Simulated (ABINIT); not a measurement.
The system is Ga.

```
Ga
1.0
     1.38300   -4.02650    0.00000
     1.38300    4.02650    0.00000
    -0.11745    0.00000    3.32993
Ga
2
Direct
  0.13100 0.86900 0.75000
  0.86900 0.13100 0.25000
```

This isn't the form of Ga at room conditions, which is orthorhombic.

* Program: ABINIT 10.8.3 (patched build)
* Task: relaxation of cell and atoms
* Functional: PBE
* Dispersion: D4
* Potentials or basis: JTH PAW PBE v2.0
* Cutoff: 463 eV
* k mesh: 6 × 6 × 5
* Occupations: fermi-dirac, width 0.05 eV
* Spin: no spin polarisation

At the start: pressure -2.1 GPa; volume 18.54 Å³/atom.

Question: Where does the relaxation end?

Answer: Over 7 steps the energy falls by 30.3 meV/atom and the volume is 17.99 Å³/atom (-3.0 %); space group C2/c (No. 15, to 0.05 Å).

Step by step:
```tsv
step	energy change (eV)	largest force (eV/Å)	pressure (GPa)	volume (Å³)
1	0.0000	0.1768	-2.14	37.09
2	-0.0055	0.1659	-1.87	36.89
3	-0.0319	0.0345	1.79	34.83
4	-0.0350	0.0408	1.59	34.94
5	0.0008	0.0138	-1.59	37.32
6	-0.0594	0.0505	0.06	35.86
7	-0.0606	0.0315	-0.09	35.97
```

Final structure:
```cif
data_structure
_symmetry_space_group_name_H-M 'P 1'
_symmetry_Int_Tables_number 1
_cell_length_a 4.0808
_cell_length_b 4.0808
_cell_length_c 3.2518
_cell_angle_alpha 90.874
_cell_angle_beta 90.874
_cell_angle_gamma 138.322
_cell_volume 35.97
loop_
_atom_site_label
_atom_site_type_symbol
_atom_site_fract_x
_atom_site_fract_y
_atom_site_fract_z
_atom_site_occupancy
Ga1 Ga 0.13721 0.86279 0.75000 1
Ga2 Ga 0.86279 0.13721 0.25000 1
```

Caveat: the k mesh is coarse (spacing up to 0.40 Å⁻¹), so the values aren't converged; the log and the count of SCF iterations are those of the last ABINIT call alone; pairwise dispersion overbinds metals, which lowers pressure and volume.
